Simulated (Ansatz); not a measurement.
## AlNi$_{3}$: strain energy, fitted

AlNi$_{3}$, Pm-3m, a = 3.519 Å. The structure is a Materials Project entry; whether it is the stable form wasn't checked. Ansatz: PBEsol, PAW, 420 eV, Γ-centred 14×14×14 mesh on 4 atoms, Gaussian smearing 0.10 eV; collinear spin, largest moment 0.3 μB. Series: uniaxial strain along a, with b, c and atoms relaxed; x is the strain in per cent. y is the free energy over the unstrained cell, V0 = 10.895 Å³/atom.

| x (%) | y (meV/atom) |
| --- | --- |
| -3.0 | ? |
| -2.0 | 1.86 |
| -1.0 | 0.47 |
| 0.0 | 0.00 |
| 1.0 | 0.48 |
| 2.0 | 1.97 |
| 3.0 | 4.48 |

Fit y = c2 x² + c3 x³ to the other rows, turn c2 into a modulus, and predict the missing energy.

Least squares on the rows shown. y = 0.4782 x² + 0.006578 x³. In eV per unit strain² c2 is 4.782; this is Young's modulus along the axis (E = ½ Y V0 ε²): 2 × 4.782 × 160.2 / (10.895) = 141 GPa. At x = -3.0 the fit asked for gives 4.13 meV/atom. The run gave 4.09 meV/atom, so the fit is 0.04 meV/atom too high, a small miss on the scale of the series.